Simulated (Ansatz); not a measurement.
Runs of Ansatz 0.2.0 on HgTe. It takes space group Fm-3m (No. 225, cubic). Conventional cell: a = 6.360 Å, b = 6.360 Å, c = 6.360 Å, α = 90.00°, β = 90.00°, γ = 90.00°. Hg (site symmetry m-3m) is surrounded by 6 Te at 3.18 Å. Te (site symmetry m-3m) has 6 Hg at 3.18 Å as nearest neighbours. Measurements of this composition are mostly on another form, of space group No. 216.

```tsv
task	level	potentials or basis	spin	cell	k mesh	cutoff (eV)	smearing	driver	eos	points for each segment of the path	optimizer	fmax	other keys	mesh quality	gap on the mesh (eV)	pressure (GPa)	moment (μB)
single point	PBEsol+D3(BJ)	PseudoDojo standard	SOC, no magnetisation	as given	7 × 7 × 7	1088	gaussian 0.05 eV	calculator	-	-	-	-	-	not flagged	-	-8.3	-
atomic charges	r2SCAN+rVV10	Ansatz PAW	SOC, no magnetisation	as given	7 × 7 × 7	500	tetrahedron	chain	-	-	-	-	-	not flagged	none	-5.9	-
single point	HISS	Ansatz PAW small core	off	volume scaled by 0.96	4 × 4 × 4	420	fermi-dirac 0.1 eV	chain	-	-	-	-	-	coarse	none	(a)	-
band structure	PBEsol	Ansatz PAW	SOC, no magnetisation	volume scaled by 0.92	7 × 7 × 7	420	tetrahedron	-	-	14	-	-	-	not flagged	none	-4.2	-
band structure	PBEsol	Ansatz PAW	SOC, no magnetisation	volume scaled by 0.92	7 × 7 × 7	420	tetrahedron	chain	-	14	-	-	-	not flagged	none	-4.2	-
single point	exchange-only PBE	PseudoDojo standard	non-collinear, program default start	as given	7 × 7 × 7	1120	methfessel-paxton 0.1 eV	chain	-	-	-	-	-	not flagged	none	4.5	0.00
relaxation of cell and atoms	BLYP+D3(BJ)+ATM	Ansatz PAW	collinear, ferromagnetic start	relaxed	7 × 7 × 7	420	methfessel-paxton 0.1 eV	calculator	-	-	FIRE	0.03	-	not flagged	-	0.0	0.00
```

Problem. Fill in the values left out.

Solution. (a) -3.7.

Caveats: some runs use coarse meshes; with tetrahedron occupations forces and stress needn't match the slope of the energy (some runs); the PAW data sets were made with another functional, which shifts forces and pressure a little (some runs); the potentials were made for another functional, which shifts forces and pressure (some runs); pairwise dispersion overbinds metals, which lowers pressure and volume (some runs); the thresholds are loose for stress (some runs); the PAW data sets come from PBE, with cores solved anew for the run's functional, which leaves a small shift of forces and pressure (some runs).

A k mesh can miss the band edges, and rows without SOC leave out spin-orbit coupling on Hg, Te.

A gap of «none» marks a metal or a gap under the smearing width.
